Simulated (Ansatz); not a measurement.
The system is Ta.

```
Ta
1.0
    -1.65128    1.65128    1.65128
     1.65128   -1.65128    1.65128
     1.65128    1.65128   -1.65128
Ta
1
Direct
  0.00000 0.00000 0.00000
```

Base run:

| Property | Result |
| --- | --- |
| Program | Ansatz 0.2.0 |
| Functional | RPBE |
| Potentials or basis | all-electron LAPW, scalar-relativistic |
| Cutoff | 262 eV |
| Density cutoff | 1047 eV |
| Basis error allowed | 0.001 eV/atom |
| k mesh | 11 × 11 × 11 |
| Occupations | fermi-dirac, width 0.05 eV |
| Spin | no spin polarisation |

Its results: pressure 6.1 GPa.

Q: The run is repeated on the same cell with these changes: functional from RPBE to revPBE. What comes out?

A: Pressure 5.1 GPa.

Not every run made on this cell is shown here.
